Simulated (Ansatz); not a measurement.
Crystal: InPd.

```
CELL_PARAMETERS angstrom
0.00000 2.74607 2.74607
2.74607 0.00000 2.74607
2.74607 2.74607 0.00000
ATOMIC_POSITIONS crystal
In 0.00000 0.00000 0.00000
Pd 0.50000 0.50000 0.50000
```

The cell was built by a generator and needn't be a form met in nature.

- Program: Ansatz 0.2.0
- Task: relaxation of cell and atoms
- Functional: PBEsol0
- Potentials or basis: Ansatz PAW
- Cutoff: 420 eV (not typed: the program's choice for these potentials)
- k mesh: 4 × 4 × 4
- Occupations: fermi-dirac, width 0.05 eV
- Spin: no spin polarisation

At the start: volume 20.71 Å³/atom.

**Question.** Where does the relaxation end?

**Answer.** It ends after 6 steps and the volume is 19.08 Å³/atom (-7.9 %); space group Fm-3m (No. 225, to 0.05 Å).

Step by step:
| step | energy change (eV) | largest force (eV/Å) | volume (Å³) |
| --- | --- | --- | --- |
| 1 | 0.0000 | 0.0000 | 41.42 |
| 2 | -0.0214 | 0.0000 | 35.65 |
| 3 | -0.0855 | 0.0000 | 38.60 |
| 4 | -0.0877 | 0.0000 | 38.21 |
| 5 | -0.0878 | 0.0000 | 38.15 |
| 6 | -0.0850 | 0.0000 | 38.15 |

Final structure:
```
In Pd
1.0
     0.00000    2.67199    2.67199
     2.67199    0.00000    2.67199
     2.67199    2.67199    0.00000
In Pd
1 1
Direct
  0.00000 0.00000 0.00000
  0.50000 0.50000 0.50000
```

Caveat: the k mesh is coarse (spacing up to 0.50 Å⁻¹), so the values aren't converged, least of all with exact exchange; the plane-wave basis is chosen anew once the cell has moved, so the energies of steps on either side of that aren't comparable; the PAW data sets come from PBE, with cores solved anew for the run's functional, which leaves a small shift of forces and pressure.
